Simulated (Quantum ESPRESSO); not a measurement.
Crystal: AlRu.

```
CELL_PARAMETERS angstrom
2.99160 0.00000 0.00000
0.00000 2.99160 0.00000
0.00000 0.00000 2.99160
ATOMIC_POSITIONS crystal
Ru 0.50000 0.50000 0.50000
Al 0.00000 0.00000 0.00000
```

* Program: Quantum ESPRESSO 7.5
* Task: phonons
* Functional: PBE
* Dispersion: D2
* Potentials or basis: GBRV 1.5 PBE
* Cutoff: 612 eV
* Density cutoff: 4898 eV
* k mesh: 9 × 9 × 9
* Occupations: cold, width 0.2 eV
* Spin: no spin polarisation
* Mixing beta: 0.5
* Most SCF iterations: 120
* SCF threshold: 4e-10 Ry

The cell and the atoms were relaxed first, to 13.22 Å³/atom (a = 2.979 Å, b = 2.979 Å, c = 2.979 Å, α = 90.00°, β = 90.00°, γ = 90.00°), and the response was taken there.

Q: Where do the zone-centre optical modes lie?

A: T1u at 317 cm⁻¹ (IR).

Optical modes at Γ, degenerate ones joined:
| cm⁻¹ | components | symmetry | active in |
| --- | --- | --- | --- |
| 317 | 3 | T1u | IR |

Caveat: the mesh is thin for the phonons of a metal; pairwise dispersion overbinds metals, which lowers pressure and volume.
